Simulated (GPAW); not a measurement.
# Ballistic transport through a Nb chain with an N atom on top of one atom, from relaxation to T(E), part 2 of 2

Aim: the conductance of a Nb chain with an N atom on top of one atom after relaxation, and whether geometry, basis or functional moves it most.

GPAW 26.7.0; GPAW LCAO, PAW setups; relaxation of the junction within the symmetry of its start, lead ends held (the session's first sound run).

So far, transmission at the Fermi level (one spin): step 3 (GPAW, dzp, PBE, GPAW) 3.38; step 4 (basis szp(dzp), PBE, GPAW) 3.44; step 5 (basis sz(dzp), PBE, GPAW) 3.48; step 6 (revPBE) 3.37.

## (7) Without the relaxation: geometry = "as built"

Level of this step: GPAW LCAO, PAW setups; Landauer transmission from Green's functions with principal layers (ASE), zero bias (GPAW).

The dzp basis with PBE on the structure as first built shows what the relaxation was worth.

File run.py:

```python
import json
import numpy as np
from ase import Atoms
from ase.transport.calculators import TransportCalculator
from gpaw import GPAW, FermiDirac
from gpaw.lcao.tools import get_lcao_hamiltonian
from scipy.linalg import eigh

# The junction with lead layers at both ends, along the third cell vector
device = Atoms(
    ['Nb', 'Nb', 'Nb', 'Nb', 'Nb', 'Nb', 'Nb', 'Nb', 'Nb', 'N', 'Nb', 'Nb', 'Nb', 'Nb', 'Nb', 'Nb', 'Nb', 'Nb'],
    positions=[
        [4.50000, 4.50000, 1.17500],
        [4.50000, 4.50000, 3.52500],
        [4.50000, 4.50000, 5.87500],
        [4.50000, 4.50000, 8.22500],
        [4.50000, 4.50000, 10.57500],
        [4.50000, 4.50000, 12.92500],
        [4.50000, 4.50000, 15.27500],
        [4.50000, 4.50000, 17.62500],
        [4.50000, 4.50000, 19.97500],
        [6.10540, 4.50000, 19.97500],
        [4.50000, 4.50000, 22.32500],
        [4.50000, 4.50000, 24.67500],
        [4.50000, 4.50000, 27.02500],
        [4.50000, 4.50000, 29.37500],
        [4.50000, 4.50000, 31.72500],
        [4.50000, 4.50000, 34.07500],
        [4.50000, 4.50000, 36.42500],
        [4.50000, 4.50000, 38.77500]],
    cell=[[9.0, 0.0, 0.0], [0.0, 9.0, 0.0], [0.0, 0.0, 39.95]],
    pbc=True)

# One principal layer of the lead: the first 5 atoms of the device
lead = Atoms(
    ['Nb', 'Nb', 'Nb', 'Nb', 'Nb'],
    positions=[
        [4.50000, 4.50000, 1.17500],
        [4.50000, 4.50000, 3.52500],
        [4.50000, 4.50000, 5.87500],
        [4.50000, 4.50000, 8.22500],
        [4.50000, 4.50000, 10.57500]],
    cell=[[9.0, 0.0, 0.0], [0.0, 9.0, 0.0], [0.0, 0.0, 11.75]],
    pbc=True)

settings = dict(mode='lcao', basis='dzp', xc='PBE', h=0.18,
                occupations=FermiDirac(0.1), maxiter=250,
                mixer=dict(beta=0.1, nmaxold=8, weight=100.0),
                convergence=dict(density=0.0001))
energies = np.arange(-2, 2 + 1e-9, 0.025)
eta = 0.0001
n1, n2 = 1, 1
# k and -k transmit alike, so half of the mesh across the current serves
mesh = [(i, j) for i in range(n1) for j in range(n2) if (i, j) <= (-i % n1, -j % n2)]
weights = np.array([1 if (i, j) == (-i % n1, -j % n2) else 2 for i, j in mesh]) / (n1 * n2)

# [... helper functions left out ...]
fermi_lead = ground_state(lead, (1, 1, 10), 'lead.txt')
fermi_device = ground_state(device, (1, 1, 2), 'device.txt')
# [... loop over the mesh left out, but for ...]
        # Shift the lead onto the potential of the device's first layer
        shift = ((H[:, 0, 0] - H0[:, 0, 0]) / S0[0, 0]).real.mean()
# [...]
kT = 8.617333e-5 * 300
bias = [0.1, 0.2, 0.5, 1.0, 1.5, 2.0]
# [... integrals and printing left out ...]
```

The run is started by

```
$ OMP_NUM_THREADS=1 OPENBLAS_NUM_THREADS=1 python run.py
```

Log:

```text
basis functions: device 506, principal layer 145
Fermi level: lead -2.3978 eV, device -2.4283 eV; lead shifted by -0.0019 eV
largest coupling past the next layer 3.09e-07 eV, largest misfit of the first layer 0.016 eV
  E-E_F (eV)   T (one spin)  [channel counts left out]
    -2.000    1.7823e+00
    -1.975    1.8171e+00
    -1.950    1.8481e+00
[...]
1.975    1.8601e+00
     2.000    1.8589e+00
conductance at 300 K: 3.2118 G0 a cell; thermopower 0.1627 uV/K
current from the zero-bias T(E) at 0.1 V: 24.872 uA
current from the zero-bias T(E) at 0.2 V: 49.667 uA
current from the zero-bias T(E) at 0.5 V: 122.87 uA
current from the zero-bias T(E) at 1.0 V: 237.42 uA
current from the zero-bias T(E) at 1.5 V: 346.38 uA
current from the zero-bias T(E) at 2.0 V: 452.11 uA
```

Elapsed: 8.9 min, on 1 thread of Arm Neoverse V1, shared host; peak memory 2.4 GiB.

Numbers from this step:

```yaml
conductance: 3.212 G₀
largest_coupling_past_the_next_principal_layer: 3.09e-7 eV
largest_misfit_of_the_first_principal_layer: 0.01570 eV
shift_that_aligns_the_lead: -0.001877 eV
transmission_at_the_fermi_level_one_spin: 3.216
```

One spin. The transmission, zone mean by energy, zero at the Fermi level:

```tsv
energy (eV)	transmission, zone mean
-2.000	1.78
-1.900	1.90
-1.800	1.97
-1.700	2.02
-1.600	2.04
-1.500	2.06
-1.475	2.99
-1.400	2.08
-1.300	2.14
-1.200	2.21
-1.100	2.29
-1.000	2.37
-0.900	2.44
-0.800	2.50
-0.700	2.54
-0.600	2.59
-0.500	2.64
-0.400	2.72
-0.300	3.01
-0.200	3.13
-0.100	3.20
-0.025	3.22
0.000	3.22
0.100	3.19
0.200	3.14
0.300	3.10
0.400	3.08
0.500	3.06
0.600	3.05
0.700	3.03
0.800	3.02
0.900	3.00
1.000	2.99
1.100	2.99
1.200	2.99
1.300	2.98
1.400	2.98
1.500	2.98
1.600	2.97
1.700	2.10
1.750	2.88
1.800	2.10
1.900	1.86
2.000	1.86
```

The conductance, 3.21 G₀, lies 4.9 % below that of the dzp run.

## (8) Cost and result by level

Times are for 1 thread of Arm Neoverse V1, shared host. The runs compared:

```tsv
no.	run	conductance (G₀)	time	memory (GiB)
1	dzp	3.378	7.9 min	2.4
2	szp	3.436	4.2 min	2.3
3	sz	3.472	3.2 min	2.2
4	dzp revPBE	3.360	8.7 min	2.4
5	asbuilt	3.212	8.9 min	2.4
```

## (9) The levels side by side

The curves are compared point by point over the common energies.

This step: comparison of transmission and cost over codes, levels and geometry (GPAW 26.7.0).

Ladder, by row:

```tsv
step	code	T at the Fermi level (sum over the listed spins)	conductance (G0)	r.m.s. T(E) from the first	wall time (s)	peak memory (GiB)	threads
dzp	GPAW	3.382	3.378	0	475.3	2.41	1
szp	GPAW	3.441	3.436	0.177	252.4	2.28	1
sz	GPAW	3.476	3.472	0.2117	193.8	2.16	1
dzp-revPBE	GPAW	3.365	3.36	0.07297	521.9	2.41	1
asbuilt	GPAW	3.216	3.212	0.8236	533.6	2.41	1
```

Transmission, zone mean, sum over the listed spins against energy, zero at the Fermi level:

```tsv
energy (eV)	dzp	szp	sz	dzp-revPBE	asbuilt
-2.000	1.04	0.999	1.04	1.05	1.78
-1.800	0.518	0.691	0.638	0.536	1.97
-1.600	0.440	0.544	0.553	0.455	2.04
-1.400	1.15	0.767	0.823	1.08	2.08
-1.200	1.68	1.70	1.80	1.73	2.21
-1.075	2.04	2.08	2.09	2.05	2.31
-1.050	2.08	2.10	2.08	2.09	2.33
-1.000	2.12	2.07	2.02	2.10	2.37
-0.800	1.63	1.57	1.54	1.59	2.50
-0.600	1.32	1.34	1.35	1.31	2.59
-0.400	1.44	1.40	1.45	1.42	2.72
-0.200	3.00	3.00	3.04	2.98	3.13
0.000	3.38	3.44	3.48	3.37	3.22
0.200	3.54	3.61	3.64	3.53	3.14
0.225	3.55	3.60	3.64	3.54	3.13
0.400	3.47	3.50	3.53	3.45	3.08
0.600	3.32	3.35	3.37	3.31	3.05
0.800	3.15	3.20	3.23	3.16	3.02
1.000	2.99	2.98	3.00	3.00	2.99
1.200	2.78	2.74	2.76	2.80	2.99
1.400	2.58	2.54	2.56	2.59	2.98
1.600	2.05	2.37	2.43	1.58	2.97
1.650	2.23	1.72	2.11	2.22	2.96
1.675	2.22	1.83	1.81	2.23	2.94
1.800	1.54	1.97	1.90	1.60	2.10
2.000	1.05	0.573	1.29	1.01	1.86
```

## (10) K-points along the lead 40, basis sz(dzp): lead_nz = 40 and basis = "sz(dzp)"

The lead's own mesh along the current sets its density and potential; where the lead is aligned to the junction's end layer, a rigid shift drops out. A smaller basis is cheaper in every inversion.

This step: GPAW LCAO, PAW setups; Landauer transmission from Green's functions with principal layers (ASE), zero bias (GPAW 26.7.0).

Changes to run.py since step 7:

```diff
@@ -19,6 +19,6 @@
         [4.50000, 4.50000, 15.27500],
-        [4.50000, 4.50000, 17.62500],
-        [4.50000, 4.50000, 19.97500],
-        [6.10540, 4.50000, 19.97500],
-        [4.50000, 4.50000, 22.32500],
+        [5.15310, 4.50000, 17.60643],
+        [3.92070, 4.50000, 19.97500],
+        [5.71964, 4.50000, 19.97500],
+        [5.15310, 4.50000, 22.34357],
         [4.50000, 4.50000, 24.67500],
@@ -45,3 +45,3 @@
 
-settings = dict(mode='lcao', basis='dzp', xc='PBE', h=0.18,
+settings = dict(mode='lcao', basis='sz(dzp)', xc='PBE', h=0.18,
                 occupations=FermiDirac(0.1), maxiter=250,
@@ -57,3 +57,3 @@
 # [... helper functions left out ...]
-fermi_lead = ground_state(lead, (1, 1, 10), 'lead.txt')
+fermi_lead = ground_state(lead, (1, 1, 40), 'lead.txt')
 fermi_device = ground_state(device, (1, 1, 2), 'device.txt')
```

Log:

```text
basis functions: device 225, principal layer 65
Fermi level: lead -2.6629 eV, device -2.6093 eV; lead shifted by -0.0069 eV
largest coupling past the next layer 2.95e-07 eV, largest misfit of the first layer 0.029 eV
  E-E_F (eV)   T (one spin)  [channel counts left out]
    -2.000    1.0443e+00
    -1.975    1.0341e+00
    -1.950    9.9567e-01
    -1.925    9.3774e-01
    -1.900    8.7037e-01
    -1.875    8.0217e-01
    -1.850    7.3904e-01
    -1.825    6.8413e-01
    -1.800    6.3865e-01
    -1.775    6.0256e-01
    -1.750    5.7524e-01
    -1.725    5.5584e-01
    -1.700    5.4352e-01
    -1.675    5.3753e-01
    -1.650    5.3728e-01
    -1.625    5.4234e-01
[...]
1.825    1.5477e+00
     1.850    1.4516e+00
     1.875    1.4298e+00
     1.900    1.4282e+00
     1.925    1.4244e+00
     1.950    1.4064e+00
     1.975    1.3652e+00
     2.000    1.2938e+00
conductance at 300 K: 3.4701 G0 a cell; thermopower -2.943 uV/K
current from the zero-bias T(E) at 0.1 V: 26.876 uA
current from the zero-bias T(E) at 0.2 V: 53.669 uA
current from the zero-bias T(E) at 0.5 V: 131.79 uA
current from the zero-bias T(E) at 1.0 V: 239.2 uA
current from the zero-bias T(E) at 1.5 V: 330.81 uA
current from the zero-bias T(E) at 2.0 V: 425.03 uA
```

Elapsed: 3.8 min, on 1 thread; peak memory 2.2 GiB.

This step gave:

```yaml
conductance: 3.470 G₀
largest_coupling_past_the_next_principal_layer: 2.95e-7 eV
largest_misfit_of_the_first_principal_layer: 0.02856 eV
shift_that_aligns_the_lead: -0.006945 eV
basis_functions_of_the_junction: 225
basis_functions_of_a_principal_layer: 65
transmission_at_the_fermi_level_one_spin: 3.473
```

One spin. Table of transmission, zone mean by energy, zero at the Fermi level:

```tsv
energy (eV)	transmission, zone mean
-2.000	1.04
-1.900	0.870
-1.800	0.639
-1.700	0.544
-1.600	0.552
-1.500	0.642
-1.400	0.823
-1.300	1.13
-1.200	1.81
-1.100	2.07
-1.075	2.09
-1.000	2.02
-0.900	1.77
-0.800	1.54
-0.700	1.41
-0.600	1.34
-0.500	1.30
-0.400	1.45
-0.300	2.70
-0.200	3.04
-0.100	3.32
0.000	3.47
0.100	3.60
0.200	3.64
0.300	3.61
0.400	3.53
0.500	3.45
0.600	3.37
0.700	3.30
0.800	3.23
0.900	3.12
1.000	3.00
1.100	2.88
1.200	2.76
1.300	2.65
1.400	2.56
1.500	2.49
1.600	2.43
1.700	1.79
1.800	1.87
1.900	1.43
2.000	1.29
```

Not self-consistent under bias; the bias window is split evenly. The current through one cell, from the zero-bias transmission by bias:

```tsv
bias (V)	current through one cell, from the zero-bias transmission (μA)
0.100	26.9
0.200	53.7
0.500	132
1.000	239
1.500	331
2.000	425
```

The transmission of the three most open eigenchannels by energy, zero at the Fermi level:

```tsv
energy (eV)	channel 1	channel 2	channel 3
-2.000	0.997	0.0457	0.00184
-1.900	0.800	0.0608	0.00932
-1.800	0.536	0.0793	0.0229
-1.700	0.398	0.106	0.0396
-1.600	0.348	0.148	0.0564
-1.500	0.348	0.221	0.0725
-1.400	0.385	0.349	0.0882
-1.300	0.558	0.471	0.104
-1.200	0.828	0.801	0.140
-1.100	0.996	0.854	0.159
-1.000	0.884	0.868	0.178
-0.900	0.893	0.569	0.198
-0.800	0.888	0.321	0.217
-0.700	0.887	0.236	0.177
-0.600	0.893	0.258	0.105
-0.500	0.899	0.294	0.0796
-0.400	0.915	0.396	0.130
-0.300	0.976	0.751	0.623
-0.200	0.970	0.830	0.749
-0.100	0.975	0.901	0.833
0.000	0.973	0.932	0.892
0.100	0.987	0.980	0.929
0.200	0.996	0.996	0.949
0.300	0.990	0.979	0.957
0.400	0.991	0.951	0.947
0.500	0.996	0.924	0.922
0.600	0.996	0.910	0.899
0.700	0.975	0.921	0.885
0.800	0.946	0.920	0.880
0.900	0.972	0.880	0.837
1.000	0.989	0.879	0.751
1.100	0.997	0.875	0.680
1.200	0.996	0.868	0.623
1.300	0.993	0.861	0.573
1.400	0.988	0.858	0.529
1.500	0.988	0.857	0.496
1.600	0.981	0.848	0.469
1.700	0.833	0.435	0.336
1.800	0.744	0.721	0.352
1.900	0.983	0.316	0.102
2.000	0.904	0.250	0.139
```

The conductance, 3.47 G₀, lies 2.7 % above that of the dzp run.

## (11) What came out

| Quantity | Value |
| --- | --- |
| conductance | 3.38 G₀ |
| transmission at the Fermi level, mean of the spins | 3.38 |
| thermopower | -2.71 μV/K |

What this shows: In the dzp basis the junction conducts 3.38 G₀ at 300 K, with T = 3.38 a spin at the Fermi level; the sz basis reaches that conductance within 10 %. Relaxation moved atoms by up to 0.65 Å and took the conductance from 3.21 to 3.38 G₀, as a ratio a larger change than the step from dzp to the minimal basis. At the Fermi level the three most open eigenchannels pass 0.98, 0.93 and 0.90. Measured against the first run (dzp), the nearest curve is that of dzp-revPBE (r.m.s. 0.073) and the farthest that of asbuilt (0.82). Over the compared runs wall time goes from 194 s (sz) to 534 s (asbuilt), on a shared host. The leads kept an estimated spacing and the cell its length, so the junction may be under some tension or compression. The geometry comes from the orbital basis, which tends to overbind, and kept the symmetry of the start, so a structure of lower symmetry may lie lower. The run had no spin polarisation, so a magnetic state, which chains and small molecules with open shells often have, wasn't tested. An evenly spaced straight chain is an idealisation: free chains tend to dimerise, zigzag or, where a band edge lies near the Fermi level, turn magnetic. The currents use the zero-bias T(E) throughout, which holds only while the bias is small against the distance to the nearest feature.

[Logs are printed without paths, hosts, clocks, repeated set-up lines and the standing remarks that a program may print on its own settings, such as how far it seeks lower states.]

[Hosts, paths, dates, database ids (printed as entryN), source tags and the programs' standing remarks are cut or masked in the printed files.]
